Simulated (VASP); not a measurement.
Here is a VASP 6.6.1 calculation.

File INCAR:

```
PREC = Accurate
ENCUT = 520
EDIFF = 1E-6
ISMEAR = 0
SIGMA = 0.02
LREAL = F
LASPH = T
NELM = 60
ALGO = Normal
ISIF = 2
LWAVE = F
LCHARG = F
METAGGA = R2SCAN
LMIXTAU = T
KPAR = 4
```

File KPOINTS:

```
regular mesh
0
Gamma
  10 10 10
```

File POSCAR:

```
Si                                      
1.0
    0.0000000000      2.7343105175      2.7343105175
    2.7343105175      0.0000000000      2.7343105175
    2.7343105175      2.7343105175      0.0000000000
  Si            
     2
Direct
     0.0000000000000000    0.0000000000000000    0.0000000000000000
     0.2500000000000000    0.2500000000000000    0.2500000000000000
```

File KPOINTS_OPT:

```
path GXWKGLUWLK,UX
20
line-mode
reciprocal
 0.0000000000  0.0000000000  0.0000000000  G
 0.5000000000  0.0000000000  0.5000000000  X

 0.5000000000  0.0000000000  0.5000000000  X
 0.5000000000  0.2500000000  0.7500000000  W

 0.5000000000  0.2500000000  0.7500000000  W
 0.3750000000  0.3750000000  0.7500000000  K

 0.3750000000  0.3750000000  0.7500000000  K
 0.0000000000  0.0000000000  0.0000000000  G

 0.0000000000  0.0000000000  0.0000000000  G
 0.5000000000  0.5000000000  0.5000000000  L

 0.5000000000  0.5000000000  0.5000000000  L
 0.6250000000  0.2500000000  0.6250000000  U

 0.6250000000  0.2500000000  0.6250000000  U
 0.5000000000  0.2500000000  0.7500000000  W

 0.5000000000  0.2500000000  0.7500000000  W
 0.5000000000  0.5000000000  0.5000000000  L

 0.5000000000  0.5000000000  0.5000000000  L
 0.3750000000  0.3750000000  0.7500000000  K

 0.6250000000  0.2500000000  0.6250000000  U
 0.5000000000  0.0000000000  0.5000000000  X
```

Potentials or basis: VASP PAW PBE potentials, release 64 (Si).

Run with:

```console
$ cat potpaw_PBE.64/Si/POTCAR > POTCAR
$ mpirun -np 4 vasp_std > vasp.out
```

Task: Predict the pressure.

Result: -1.5 GPa.

Task: What does it give for the band gap along the path?

Result: 0.81 eV, indirect (least direct gap 2.75 eV).

Task: Estimate the band gap on the k mesh.

Result: 0.81 eV, indirect (least direct gap 2.75 eV).

Levels at the corners of the path, in eV from the valence-band top:
```
point  band 1  band 2  band 3  band 4  band 5  band 6  band 7  band 8
    Γ  -12.38    0.00    0.00    0.00    2.75    2.75    2.75    3.73
    X   -8.09   -8.09   -2.95   -2.95    0.96    0.96   10.69   10.69
    X   -8.09   -8.09   -2.95   -2.95    0.96    0.96   10.69   10.69
    W   -7.93   -7.93   -3.94   -3.94    4.60    4.60    5.35    5.35
    W   -7.93   -7.93   -3.94   -3.94    4.60    4.60    5.35    5.35
    K   -8.53   -7.47   -4.39   -2.51    1.46    4.45    7.90    8.48
    K   -8.53   -7.47   -4.39   -2.51    1.46    4.45    7.90    8.48
    Γ  -12.38    0.00    0.00    0.00    2.75    2.75    2.75    3.73
    Γ  -12.38    0.00    0.00    0.00    2.75    2.75    2.75    3.73
    L   -9.98   -7.17   -1.25   -1.25    1.80    3.60    3.60    8.30
    L   -9.98   -7.17   -1.25   -1.25    1.80    3.60    3.60    8.30
    U   -8.53   -7.47   -4.39   -2.51    1.46    4.45    7.90    8.48
    U   -8.53   -7.47   -4.39   -2.51    1.46    4.45    7.90    8.49
    W   -7.93   -7.93   -3.94   -3.94    4.60    4.60    5.35    5.35
    W   -7.93   -7.93   -3.94   -3.94    4.60    4.60    5.35    5.35
    L   -9.98   -7.17   -1.25   -1.25    1.80    3.60    3.60    8.30
    L   -9.98   -7.17   -1.25   -1.25    1.80    3.60    3.60    8.30
    K   -8.53   -7.47   -4.39   -2.51    1.46    4.45    7.90    8.48
    U   -8.53   -7.47   -4.39   -2.51    1.46    4.45    7.90    8.49
    X   -8.09   -8.09   -2.95   -2.95    0.96    0.96   10.69   10.70
```

Caveat: the PAW data sets were made with another functional, which shifts forces and pressure a little. r2SCAN opens gaps a little over a GGA but as a rule still falls short of measured ones.
